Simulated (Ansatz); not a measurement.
Starting cell, RuO$_{2}$ (rutile):

```xyz
6
Lattice="4.4799 0.0000 0.0000 0.0000 4.4799 0.0000 0.0000 0.0000 3.1069" Properties=species:S:1:pos:R:3 pbc="T T T"
Ru     2.2400     2.2400     1.5535
Ru     0.0000     0.0000     0.0000
O      3.6078     3.6078     1.5535
O      1.3678     3.1121     0.0000
O      3.1121     1.3678     0.0000
O      0.8721     0.8721     1.5535
```

In each cell atom 1 (Ru, nearest neighbour O at 1.934 Å; its periodic images, 3.1 Å or more away, move with it) moves by s·(1.000, 0.000, 0.000) (along Cartesian x), the rest being held.

Computed with r2SCAN (plane waves to 500 eV, PAW, scalar-relativistic; Ansatz, a program for electronic structure). k mesh 9×9×12 (Γ-centred), Fermi-Dirac smearing 0.05 eV. Energies are smeared free energies. Left out: 2 of 11 points, with atoms too close for the PAW data. With partly filled bands, energies and forces of such displacements shift with the k mesh and the smearing. RuO2 is run without spin polarisation and with no Hubbard U. RuO2 was relaxed with its symmetry unable to fall. ΔE is measured from the undisplaced structure. The last digit holds for this mesh only.

```json
[
 {"s (Å)": "-0.464", "ΔE (meV/cell)": "3086.4"},
 {"s (Å)": "-0.348", "ΔE (meV/cell)": "1751.3"},
 {"s (Å)": "-0.232", "ΔE (meV/cell)": "776.3"},
 {"s (Å)": "-0.116", "ΔE (meV/cell)": "192.9"},
 {"s (Å)": "0.000", "ΔE (meV/cell)": "0.0"},
 {"s (Å)": "0.116", "ΔE (meV/cell)": "192.9"},
 {"s (Å)": "0.232", "ΔE (meV/cell)": "776.3"},
 {"s (Å)": "0.348", "ΔE (meV/cell)": "1751.3"},
 {"s (Å)": "0.464", "ΔE (meV/cell)": "3086.4"}
]
```

Q: What force constant k = d²E/ds² at s = 0 does the table give?

A: 29 eV/Å². It is the second difference of the nearest points, corrected with the next pair.

Q: With k = 28.65 eV/Å² from the forces, is the well harmonic out to s = 0.464 Å?

A: ½ks² = 3084 meV/cell against the computed 3086 meV/cell, so the well is close to harmonic there.

(A displaced cell: forces are minus the slopes of the energy, force constants its curvatures, and phonons follow from these.)
